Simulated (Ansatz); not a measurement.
Input, command and steps of an Ansatz relaxation.

```yaml
crystal:
  lattice:
    - [1.6344678442, 0.9436604499, 7.5725440794]
    - [-1.6344678442, 0.9436604499, 7.5725440794]
    - [0.0, -1.8873208997, 7.5725440794]
  atoms:
    - { symbol: Mg, position: [0.0, 0.0, 0.0] }
    - { symbol: Mg, position: [0.2196874314, 0.2196874314, 0.2196874314] }
    - { symbol: Mg, position: [0.7803125686, 0.7803125686, 0.7803125686] }
    - { symbol: H, position: [0.3793077713, 0.3793077713, 0.3793077713] }
    - { symbol: H, position: [0.6206922287, 0.6206922287, 0.6206922287] }
basis:
  ecutwfc: 420
kpoints:
  mp_grid: { grid: [12, 12, 12] }
hamiltonian:
  xc: pbe
scf:
  occupations: { method: gaussian, width: 0.1 }
output:
  forces: true
  stress: true
  eigenvalues: true
relax:
  adjacent_minimum: "off"
  f_tol: 0.025
  max_steps: 70
  cell: { stress_tol: 0.12 }
```

```bash
ansatz run input.yaml --threads 2 --pin off --max-ram 5120MiB --backend cpu --events-out ev --progress --plain --runs-dir out
```

All numbers below come from DFT PBE, scalar-relativistic, plane waves, PAW in Ansatz 0.2.0.

Of 22 frames 10 are shown, positions in Å and forces in eV/Å; the SCF threshold varies from step to step. Steps run on the plane waves of an earlier cell, with a Pulay correction in the pressure. The basis is chosen afresh for the last frame, the zero of the energies, and can be on the way; energy and pressure step there, also at an unchanged geometry. Here that happened at steps 10 (-5 meV/atom, 0.4 GPa), 17 (-2 meV/atom, 0.1 GPa); the frames before carry an error of that size. The end is built of layers, and without a dispersion correction their distances are poorly fixed.

```xyz
5
Lattice="1.6345 0.9437 7.5725 -1.6345 0.9437 7.5725 0.0000 -1.8873 7.5725" Properties=species:S:1:pos:R:3:forces:R:3 pbc="T T T" step=1 free_energy_over_end_meV_per_atom=83.92 pressure_GPa=-0.04
Mg    0.0000    0.0000    0.0000    0.0000    0.0000    0.0000
Mg    0.0000    0.0000    4.9908    0.0000    0.0000   -0.0310
Mg    0.0000    0.0000   17.7269    0.0000    0.0000    0.0310
H     0.0000    0.0000    8.6170    0.0000    0.0000   -0.1470
H     0.0000    0.0000   14.1007    0.0000    0.0000    0.1470
5
Lattice="1.5966 0.9218 8.1283 -1.5966 0.9218 8.1283 0.0000 -1.8436 8.1283" Properties=species:S:1:pos:R:3:forces:R:3 pbc="T T T" step=3 free_energy_over_end_meV_per_atom=59.96 pressure_GPa=0.55
Mg    0.0000    0.0000    0.0000    0.0000    0.0000    0.0000
Mg    0.0000    0.0000    5.3015    0.0000    0.0000    0.0950
Mg    0.0000    0.0000   19.0834    0.0000    0.0000   -0.0950
H     0.0000    0.0000    9.0706    0.0000    0.0000   -0.1590
H     0.0000    0.0000   15.3144    0.0000    0.0000    0.1590
5
Lattice="1.5686 0.9056 9.2386 -1.5686 0.9056 9.2386 0.0000 -1.8112 9.2386" Properties=species:S:1:pos:R:3:forces:R:3 pbc="T T T" step=6 free_energy_over_end_meV_per_atom=23.12 pressure_GPa=-0.97
Mg    0.0000    0.0000    0.0000    0.0000    0.0000    0.0000
Mg    0.0000    0.0000    6.0216    0.0000    0.0000   -0.1500
Mg    0.0000    0.0000   21.6942    0.0000    0.0000    0.1500
H     0.0000    0.0000   10.1762    0.0000    0.0000   -0.1350
H     0.0000    0.0000   17.5396    0.0000    0.0000    0.1350
5
Lattice="1.5566 0.8987 9.3145 -1.5566 0.8987 9.3145 0.0000 -1.7974 9.3145" Properties=species:S:1:pos:R:3:forces:R:3 pbc="T T T" step=8 free_energy_over_end_meV_per_atom=18.65 pressure_GPa=0.10
Mg    0.0000    0.0000    0.0000    0.0000    0.0000    0.0000
Mg    0.0000    0.0000    5.9900    0.0000    0.0000   -0.0040
Mg    0.0000    0.0000   21.9535    0.0000    0.0000    0.0040
H     0.0000    0.0000   10.2047    0.0000    0.0000    0.0140
H     0.0000    0.0000   17.7388    0.0000    0.0000   -0.0140
5
Lattice="1.5567 0.8988 9.3736 -1.5567 0.8988 9.3736 0.0000 -1.7975 9.3736" Properties=species:S:1:pos:R:3:forces:R:3 pbc="T T T" step=10 free_energy_over_end_meV_per_atom=13.18 pressure_GPa=0.30
Mg    0.0000    0.0000    0.0000    0.0000    0.0000    0.0000
Mg    0.0000    0.0000    6.0205    0.0000    0.0000   -0.0010
Mg    0.0000    0.0000   22.1003    0.0000    0.0000    0.0010
H     0.0000    0.0000   10.2697    0.0000    0.0000   -0.0050
H     0.0000    0.0000   17.8511    0.0000    0.0000    0.0050
5
Lattice="1.5335 0.8854 10.4993 -1.5335 0.8854 10.4993 0.0000 -1.7707 10.4993" Properties=species:S:1:pos:R:3:forces:R:3 pbc="T T T" step=13 free_energy_over_end_meV_per_atom=4.89 pressure_GPa=0.34
Mg    0.0000    0.0000    0.0000    0.0000    0.0000    0.0000
Mg    0.0000    0.0000    6.5999    0.0000    0.0000    0.0170
Mg    0.0000    0.0000   24.8981    0.0000    0.0000   -0.0170
H     0.0000    0.0000   11.4087    0.0000    0.0000   -0.0050
H     0.0000    0.0000   20.0893    0.0000    0.0000    0.0050
5
Lattice="1.5340 0.8856 10.9715 -1.5340 0.8856 10.9715 0.0000 -1.7713 10.9715" Properties=species:S:1:pos:R:3:forces:R:3 pbc="T T T" step=15 free_energy_over_end_meV_per_atom=3.25 pressure_GPa=-0.13
Mg    0.0000    0.0000    0.0000    0.0000    0.0000    0.0000
Mg    0.0000    0.0000    6.8577    0.0000    0.0000   -0.0300
Mg    0.0000    0.0000   26.0566    0.0000    0.0000    0.0300
H     0.0000    0.0000   11.8901    0.0000    0.0000   -0.0220
H     0.0000    0.0000   21.0243    0.0000    0.0000    0.0220
5
Lattice="1.5336 0.8854 10.9678 -1.5336 0.8854 10.9678 0.0000 -1.7709 10.9678" Properties=species:S:1:pos:R:3:forces:R:3 pbc="T T T" step=17 free_energy_over_end_meV_per_atom=0.91 pressure_GPa=0.13
Mg    0.0000    0.0000    0.0000    0.0000    0.0000    0.0000
Mg    0.0000    0.0000    6.8427    0.0000    0.0000    0.0040
Mg    0.0000    0.0000   26.0606    0.0000    0.0000   -0.0040
H     0.0000    0.0000   11.8804    0.0000    0.0000   -0.0010
H     0.0000    0.0000   21.0229    0.0000    0.0000    0.0010
5
Lattice="1.5327 0.8849 11.5504 -1.5327 0.8849 11.5504 0.0000 -1.7699 11.5504" Properties=species:S:1:pos:R:3:forces:R:3 pbc="T T T" step=20 free_energy_over_end_meV_per_atom=0.33 pressure_GPa=0.00
Mg    0.0000    0.0000    0.0000    0.0000    0.0000    0.0000
Mg    0.0000    0.0000    7.1359    0.0000    0.0000    0.0000
Mg    0.0000    0.0000   27.5155    0.0000    0.0000    0.0000
H     0.0000    0.0000   12.4662    0.0000    0.0000    0.0030
H     0.0000    0.0000   22.1851    0.0000    0.0000   -0.0030
5
Lattice="1.5322 0.8846 11.6134 -1.5322 0.8846 11.6134 0.0000 -1.7692 11.6134" Properties=species:S:1:pos:R:3:forces:R:3 pbc="T T T" step=22 free_energy_over_end_meV_per_atom=0.00 pressure_GPa=0.01
Mg    0.0000    0.0000    0.0000    0.0000    0.0000    0.0000
Mg    0.0000    0.0000    7.1671    0.0000    0.0000    0.0010
Mg    0.0000    0.0000   27.6731    0.0000    0.0000   -0.0010
H     0.0000    0.0000   12.5312    0.0000    0.0000   -0.0020
H     0.0000    0.0000   22.3091    0.0000    0.0000    0.0020
```

The cell swells from 14.0 to 18.9 Å³ an atom. At the end the space group is R-3m (tolerance 0.05 Å).

It took 53 s on 2 threads of AMD EPYC 9R45 96-Core Processor (Zen 5), on a shared host, peak memory 0.63 GiB.